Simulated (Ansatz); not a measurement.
Wanted: the native input for an Ansatz 0.2.0 run.

| Item | Value |
| --- | --- |
| Task | single point |
| Functional | PBE |
| Potentials or basis | all-electron LAPW, scalar-relativistic |
| Cutoff | 476 eV (chosen from the basis error) |
| Basis error allowed | 0.001 eV/atom |
| k mesh | 7 × 7 × 7 |
| Occupations | fermi-dirac, width 0.05 eV |
| Spin | no spin polarisation |

KTaO3:

```xyz
5
Lattice="3.9883 0.0000 0.0000 0.0000 3.9883 0.0000 0.0000 0.0000 3.9883" Properties=species:S:1:pos:R:3 pbc="T T T"
Ta   -0.0351    0.0254   -0.0525
K     2.0287    1.9853    2.0841
O    -0.0139    0.0041    1.9539
O     0.0019    2.0111    0.0071
O     1.9758    0.0292   -0.0165
```

The cell isn't the ideal one: atoms moved at random, drawn with an rms of 0.05 Å.

These files were run (other wordings do the same):

input.yaml

```yaml
crystal:
  lattice:
    - [3.9883, 0.0, 0.0]
    - [0.0, 3.9883, 0.0]
    - [0.0, 0.0, 3.9883]
  atoms:
    - { symbol: Ta, position: [-0.008794, 0.006374, -0.013173] }
    - { symbol: K, position: [0.508673, 0.497775, 0.522552] }
    - { symbol: O, position: [-0.003495, 0.001027, 0.489911] }
    - { symbol: O, position: [0.000473, 0.504243, 0.001769] }
    - { symbol: O, position: [0.495408, 0.00732, -0.004128] }
kpoints:
  mp_grid: { grid: [7, 7, 7] }
scf:
  occupations: { method: fermi_dirac, width: 0.05 }
hamiltonian:
  xc: pbe
  pseudopotentials: { kind: all_electron, lapw: { basis_error: 0.001 } }
output:
  forces: true
  stress: true
  eigenvalues: true
  populations: true
```

Potentials or basis: all-electron LAPW, scalar-relativistic.

The run is started by

```bash
$ ansatz run input.yaml --threads 4 --pin off --max-ram 12288MiB --backend cpu --events-out ev --progress --plain --runs-dir out
```

It gave:

| Quantity | Value |
| --- | --- |
| Pressure | 5.7 GPa |
| Largest force | 0.607 eV/Å |
| Band gap on the k mesh | 2.29 eV, indirect (least direct gap 2.84 eV) |
| Loewdin charges | Ta +1.61; K +0.81; O -0.74 e |

Caveat: spin-orbit coupling is left out, which moves the levels of the heavy elements; an odd mesh through Γ misses points on the zone boundary, where band edges often lie.

It took 2.6 min on 4 threads of Intel(R) Xeon(R) Processor @ 2.70GHz (shared host), peak memory 1.9 GiB.
